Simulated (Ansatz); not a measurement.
Crystal: TiC.

```
Ti C
1.0
     0.00000    2.16572    2.16572
     2.16572    0.00000    2.16572
     2.16572    2.16572    0.00000
Ti C
1 1
Direct
  0.00000 0.00000 0.00000
  0.50000 0.50000 0.50000
```

The cell is a database's computed one.

Base run:

| Item | Value |
| --- | --- |
| Program | Ansatz 0.2.0 |
| Functional | LDA |
| Potentials or basis | all-electron LAPW, scalar-relativistic |
| Cutoff | 312 eV (chosen from the basis error) |
| Basis error allowed | 0.001 eV/atom |
| k mesh | 11 × 11 × 11 |
| Occupations | fermi-dirac, width 0.05 eV |
| Spin | no spin polarisation |

Its results: pressure -12.5 GPa.

The run is repeated on the same cell with these changes: functional from LDA to PBE; occupations from fermi-dirac, width 0.05 eV to gaussian, width 0.022 eV. What comes out?

Pressure 0.2 GPa.
